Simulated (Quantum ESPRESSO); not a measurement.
## HfO2 under changes of volume

One of the cells (10.912 Å³/atom); the others are scaled copies at fixed shape and fractional positions:

```
CELL_PARAMETERS angstrom
3.55802 0.00000 0.00000
0.00000 3.55802 0.00000
0.00000 0.00000 5.17186
ATOMIC_POSITIONS crystal
Hf 0.00000 0.00000 0.00000
Hf 0.50000 0.50000 0.50000
O 0.00000 0.50000 0.19721
O 0.50000 0.00000 0.30279
O 0.50000 0.00000 0.80279
O 0.00000 0.50000 0.69721
```

Measurements of this composition are mostly on another form, of space group No. 14.

| Item | Value |
| --- | --- |
| Program | Quantum ESPRESSO 7.5 |
| Functional | PBEsol |
| Potentials or basis | GBRV 1.5 PBEsol |
| Cutoff | 612 eV |
| Density cutoff | 4898 eV |
| k mesh | 8 × 8 × 5 |
| Occupations | fermi-dirac, width 0.05 eV |
| Spin | no spin polarisation |

| volume (Å³/atom) | energy over the lowest point (meV/atom) | pressure (GPa) | gap on the mesh (eV) |
| --- | --- | --- | --- |
| 10.257 | ? | ? | ? |
| 10.476 | 16.09 | 11.6 | 4.82 |
| 10.694 | 4.07 | 5.5 | 4.76 |
| 10.912 | 0.00 | 0.0 | 4.69 |
| 11.130 | 3.04 | -4.9 | 4.61 |
| 11.349 | 12.50 | -9.4 | 4.53 |
| 11.567 | 27.77 | -13.4 | 4.46 |

Question: What does the run at 10.257 Å³/atom give?

Answer: Energy over the lowest point 36.96 meV/atom; pressure 18.5 GPa; gap on the mesh 4.89 eV.

Worked out: A Birch-Murnaghan fit of order 3 (a polynomial in V^(-2/3)) to the other rows has its minimum at 10.92 Å³/atom with B0 = V·E''(V) = 260 GPa and B' = 4.3 at fixed shape and positions, which overstates the stiffness. It gives 37.00 meV/atom at 10.257 Å³/atom, against the run's 36.96, and -dE/dV = 18.8 GPa, against 18.5. A parabola through the other rows of the gap, of slope -2.86 eV per unit of ln V there, extrapolates to 4.89 eV, against the run's 4.89.

Energies are extrapolated to zero smearing.

Caveats: spin-orbit coupling is left out, which moves the levels of the heavy elements; an odd mesh through Γ misses points on the zone boundary, where band edges often lie.
